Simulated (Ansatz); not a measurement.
# MgB2: pressure against volume

MgB2, P6/mmm, a = 3.065 Å, c = 3.495 Å. The structure is a COD entry; whether it is the stable form wasn't checked. Ansatz: PBEsol, PAW, 420 eV, Γ-centred 18×18×12 mesh on 3 atoms, Gaussian smearing 0.10 eV; no spin polarisation. Shape and atoms are relaxed at each volume; pressure is positive in compression.

| V (Å³/atom) | P (GPa) |
| --- | --- |
| 8.908 | 10.19 |
| 9.192 | 4.72 |
| 9.476 | -0.02 |
| 9.761 | ? |
| 10.045 | -7.70 |

Take V0 = 9.476 Å³/atom, count pressures from its P0 = -0.02 GPa, fit the third-order Birch–Murnaghan form to the other rows, and predict the missing pressure.

With the Eulerian strain f = ½[(V0/V)^(2/3) − 1] and y = (P − P0)/[3f(1 + 2f)^(5/2)], the form is the line y = B0 + 1.5 B0 (B0′ − 4) f. Rows (f, y): 0.02103, 146.0; 0.01025, 146.5; -0.01906, 148.0. Means f = 0.004073, y = 146.83; Σ(Δf)² = 0.0008608, ΣΔfΔy = -0.04318; the slope is their ratio. y = 147.0 − 50.16 f GPa, so B0 = 147.0 GPa and B0′ = 4 + 2 × (-50.16)/(3 × 147.0) = 3.77. At V = 9.761, f = -0.00978, y = 147.49 and P = -4.14 GPa. The run gave -4.11 GPa, so the fit is 0.03 GPa too low, a small miss on the scale of the series.